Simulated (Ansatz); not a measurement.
**Kick test of a cell of TiO2**

The cell was found from a structure generator's guess, not taken from experiment.

Computed with DFT PBE+D3(BJ), scalar-relativistic, plane waves, PAW in Ansatz 0.2.0. Settings: cutoff 420 eV, Γ-centred mesh 12×12×12 on the computed 3-atom cell, Gaussian smearing of 0.02 eV; no spin polarisation.

The cell below (3 atoms, space group R-3m (No. 166)) is relaxed within its symmetry.

```cif
data_structure
_symmetry_space_group_name_H-M 'P 1'
_symmetry_Int_Tables_number 1
_cell_length_a 5.1554
_cell_length_b 5.1554
_cell_length_c 5.1554
_cell_angle_alpha 33.514
_cell_angle_beta 33.514
_cell_angle_gamma 33.514
_cell_volume 37.20
loop_
_atom_site_label
_atom_site_type_symbol
_atom_site_fract_x
_atom_site_fract_y
_atom_site_fract_z
_atom_site_occupancy
Ti1 Ti 0.00000 0.00000 0.00000 1
O1 O 0.60033 0.60033 0.60033 1
O2 O 0.39967 0.39967 0.39967 1
```

For the test a repeat of it with 6 atoms (edges 2.97, 5.15, 5.16 Å) was strained at random (σ = 1.5 % a component), the atoms were moved at random (σ = 0.05 Å), and all was relaxed again on a coarse 6×4×6 mesh (in the run’s order of axes) with 0.10 eV smearing, with no symmetry imposed.

Problem. Does it come back?

Solution. It doesn't return. The energy falls by 26 meV/atom on that mesh, the volume changes by -8.2 %, and the end has space group C2/m (No. 12) at a loose tolerance. Relaxed again on an 8×8×6 mesh with 0.02 eV smearing, the new structure lies 26 meV/atom below the first (mesh in the axes of the run's cell; the cell below is made exact in the group named). Space group C2/m (No. 12), monoclinic, a = 8.993 Å, b = 2.988 Å, c = 5.160 Å, β = 100.0°. Ti is surrounded by 3 O at 1.86–1.91 Å and 3 O at 2.06–2.11 Å; O on its first site is surrounded by 1 Ti at 1.86 Å and 2 Ti at 2.06 Å; O on its second site has 2 Ti at 1.91 Å and 1 Ti at 2.11 Å.

```cif
data_structure
_symmetry_space_group_name_H-M 'P 1'
_symmetry_Int_Tables_number 1
_cell_length_a 4.7384
_cell_length_b 4.7384
_cell_length_c 5.1603
_cell_angle_alpha 99.484
_cell_angle_beta 99.484
_cell_angle_gamma 36.753
_cell_volume 68.27
loop_
_atom_site_label
_atom_site_type_symbol
_atom_site_fract_x
_atom_site_fract_y
_atom_site_fract_z
_atom_site_occupancy
Ti1 Ti 0.27345 0.27345 0.26237 1
Ti2 Ti 0.72655 0.72655 0.73763 1
O1 O 0.64299 0.64299 0.38116 1
O2 O 0.13899 0.13899 0.88506 1
O3 O 0.35701 0.35701 0.61884 1
O4 O 0.86101 0.86101 0.11494 1
```
